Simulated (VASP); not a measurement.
Energy against volume of BeO (wurtzite). Computed with PBE GGA, VASP's PBE PAW potentials (set 64) (plane waves; VASP 6.6.1). Run with 520 eV cut-off, 9×9×5 Γ-centred mesh, Gaussian smearing of 0.050 eV, potentials Be O.

Shape and ions are relaxed at each volume.

```
V (Å³/atom)  E (eV/atom)
-----------  -----------
6.603           -7.09640
6.813           -7.11066
7.024           -7.11538
7.235           -7.11184
```

Q: Fit these four points and predict the energy of the run at 7.445 Å³/atom.

A: A cubic in V^(−2/3), the third-order Birch-Murnaghan form, passes through the four points with V0 = 7.03 Å³/atom and B0 = 207 GPa, and gives -7.1012 eV/atom there. The run gave -7.1011 eV/atom, +0.1 meV/atom from the fit; all five points give B0 = 208 GPa.

The compound is BeO in the wurtzite structure. It was relaxed first.
